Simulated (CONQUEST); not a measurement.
## CuO under changes of volume

One of the cells (9.482 Å³/atom); the others are scaled copies at fixed shape and fractional positions:

```
CELL_PARAMETERS angstrom
2.99327 0.00000 0.00000
0.00000 2.99327 0.00000
0.00000 0.00000 4.23312
ATOMIC_POSITIONS crystal
Cu 0.43683 0.50070 0.52880
Cu 0.93683 0.00070 0.02880
O 0.06317 0.99930 0.47120
O 0.56317 0.49930 0.97120
```

The cell comes from a database or a generator and needn't be the stable form of this composition.

| Quantity | Value |
| --- | --- |
| Program | CONQUEST 1.3 |
| Functional | LDA |
| Potentials or basis | PseudoDojo NC LDA, DZP, grid of 32 × 32 × 48 points |
| k mesh | 9 × 9 × 6 |
| Occupations | fermi-dirac, width 0.05 eV |
| Spin | no spin polarisation |

```tsv
volume (Å³/atom)	energy over the lowest point (meV/atom)	pressure (GPa)	largest force (eV/Å)
8.913	36.28	17.6	1.351
9.103	19.12	12.3	1.167
9.292	7.41	7.6	1.008
9.482	?	?	?
9.671	0.00	-0.8	0.716
9.861	3.28	-4.5	0.585
10.051	10.81	-7.8	0.451
```

Q: What does the run at 9.482 Å³/atom give?

A: Energy over the lowest point 1.22 meV/atom; pressure 3.1 GPa; largest force 0.849 eV/Å.

Worked out: A Birch-Murnaghan fit of order 3 (a polynomial in V^(-2/3)) to the other rows has its minimum at 9.63 Å³/atom with B0 = V·E''(V) = 200 GPa (rough, since the energies scatter) at fixed shape and positions, which overstates the stiffness. It gives 1.27 meV/atom at 9.482 Å³/atom, against the run's 1.22, and -dE/dV = 3.1 GPa, against 3.1.

Energies are extrapolated to zero smearing.

Caveats: the basis of atomic orbitals isn't converged, which shifts pressures, moduli and gaps; the run has no spin polarisation, though such a crystal can be magnetic; forces of over 1 eV/Å show positions far from the minimum, so gaps and moduli don't describe the material at rest (some runs).
